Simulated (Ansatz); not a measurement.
**Carriers in Na$_{2}$S (Fm-3m)**

```
CELL_PARAMETERS angstrom
0.00000 3.25062 3.25062
3.25062 0.00000 3.25062
3.25062 3.25062 0.00000
ATOMIC_POSITIONS crystal
Na 0.25000 0.25000 0.25000
Na 0.75000 0.75000 0.75000
S 0.00000 0.00000 0.00000
```

The conventional cell has a = 6.501 Å, b = 6.501 Å, c = 6.501 Å, α = 90.00°, β = 90.00°, γ = 90.00°. Na (atom 1) has 4 S at 2.82 Å as nearest neighbours. S (atom 3) has 8 Na at 2.82 Å as nearest neighbours.

Level of theory, where no other is named: PBEsol, all-electron LAPW in Ansatz 0.2.0, scalar-relativistic. k mesh 6×6×6, fixed occupations, basis error target 1 meV/atom. The cell was relaxed by PAW under this functional.

Extrema are searched on a 10×10×10 mesh and refined by Newton steps; masses come from band slopes 0.005 Å⁻¹ away, 1/m* = (1/ħ²) d²E/dk², negative for holes (the finite step makes the lightest masses up to about 3 % heavy). k is in units of the reciprocal vectors.

Task: Where are the band edges, and is the gap direct?

Result: The valence maximum lies at Gamma (0.000, 0.000, 0.000) and the conduction minimum at Gamma (0.000, 0.000, 0.000), so the Kohn-Sham gap of 2.428 eV is direct.

Task: What are the electron masses at the edge?

Result: The principal masses are 0.279, 0.279, 0.279 mₑ. One valley has a density-of-states mass (m₁m₂m₃)^(1/3) = 0.279; the direction-averaged conductivity mass 3/Σ(1/mᵢ) is 0.279 mₑ.

Task: Several bands lie at or near the hole edge, or its surface isn't an ellipsoid. What are the masses by direction?

Result: 

```
direction  branch from the edge  its level at the point (eV from the edge)        m*/mₑ
      100                     1                                      0.000        -2.69
      100                     2                                      0.000        -2.69
      100                     3                                      0.000       -0.407
      110                     1                                      0.000  nearly flat
      110                     2                                      0.000        -2.69
      110                     3                                      0.000       -0.355
      111                     1                                      0.000         -7.5
      111                     2                                      0.000         -7.5
      111                     3                                      0.000       -0.341
     11-2                     1                                      0.000        -8.14
     11-2                     2                                      0.000        -3.96
     11-2                     3                                      0.000       -0.354
```

Task: Along the Cartesian direction 001 the conduction slope is 0.1365 eV·Å one step out. What is it four steps out, and what does that say?

Result: 0.5439 eV·Å, 3.986 times the first; a parabola would give 4, so the band is nearly parabolic here.

Task: What electronic dielectric constant and refractive index follow from the same bands (independent particles)?

Result: ε∞ = (3.92, 3.92, 3.92), so n ≈ √ε∞ = 1.98 (mean over directions) well under the gap and the normal reflectivity is ((n − 1)/(n + 1))² = 0.108. Local fields, left out here, lower ε∞ by several per cent.

Task: What gap does PAW give in the same cell?

Result: 2.428 eV, 0 meV from the LAPW value.

Task: Cells strained by ±0.5 % (all lengths, zz alone, equal engineering shears γ in yz, zx, xy; ions relaxed) give deformation potentials. How do the edge levels move, in eV per unit strain against the centre of the top valence set?

Result: 

```
point                  k        side  bands  level (eV)  d/dlnV  d/dε_zz   d/dγ  split/ε_zz  split/γ
Gamma     0.00 0.00 0.00     valence      3       0.000    0.00     0.00  0.00*        1.80     3.84
Gamma     0.00 0.00 0.00  conduction      1       2.428   -3.22    -3.22  0.00*           –        –
    X   -0.50 0.00 -0.50     valence      2      -0.474    0.36    -0.59  0.00*        0.16     4.32
    X   -0.50 0.00 -0.50  conduction      1       3.705   -0.42    -0.55  0.00*           –        –
    X   -0.50 -0.50 0.00     valence      2      -0.474    0.36     2.27  0.00*        0.00     4.32
    X   -0.50 -0.50 0.00  conduction      1       3.705   -0.42    -0.16  0.00*           –        –
    L    -0.50 0.00 0.00     valence      2      -0.135    0.05     0.05  -0.77        2.98     1.89
    L    -0.50 0.00 0.00  conduction      1       4.783   -4.08    -4.08  -0.65           –        –
    L  -0.50 -0.50 -0.50     valence      2      -0.135    0.05     0.05   2.30        2.98     0.00
    L  -0.50 -0.50 -0.50  conduction      1       4.783   -4.08    -4.08   1.93           –        –
```

For the triplet at Γ the single level moves against the pair by 3bε_zz and by 3√3 d (γ/2), so b = -0.60 eV and d = -1.48 eV.

Sets with another level within 0.15 eV are left out, since it mixes in under strain; the reference set stays in any case. Entries marked * vanish by symmetry to first order; what they show is the residue of the finite step. These cells use a basis error target of 0.5 meV/atom.

Keep in mind: semilocal gaps are low, and what follows the gap (onsets, screening, light masses) shifts with it; without spin-orbit coupling, bands that meet at the valence top are not the light and heavy holes of experiment; the frozen-core PAW files of the compared runs were fitted under PBE, their cores solved anew for this functional.
